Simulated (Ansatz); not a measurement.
ZnSe (Stilleite):

```
Se Zn
1.0
     0.00000    2.83380    2.83380
     2.83380    0.00000    2.83380
     2.83380    2.83380    0.00000
Se Zn
1 1
Direct
  0.75000 0.75000 0.75000
  0.00000 0.00000 0.00000
```

Program: Ansatz 0.2.0. Alike in all runs: task band structure; cell as given; cutoff (eV) 311; smearing fermi-dirac 0.05 eV; basis error allowed 0.001 eV/atom.

Question: Order these runs on this cell by their band gap on the k mesh, lowest first.
A. level PBEsol; potentials or basis all-electron LAPW, non-relativistic; spin off; k mesh 8 × 8 × 8
B. level PBEsol; potentials or basis all-electron LAPW, inner shells corrected to Dirac's equation; spin off; k mesh 8 × 8 × 8
C. level revPBE; potentials or basis all-electron LAPW, scalar-relativistic; spin off; k mesh 8 × 8 × 8
D. level LDA; potentials or basis all-electron LAPW, relativistic spinors; spin SOC, no magnetisation; k mesh 6 × 6 × 6

Answer: D (0.90 eV), B (1.17 eV), C (1.41 eV), A (1.73 eV).

Caveats: relativity is left out, which matters for the heavier elements (some runs).

A k mesh can miss the band edges.

Not every run made on this cell is shown here.
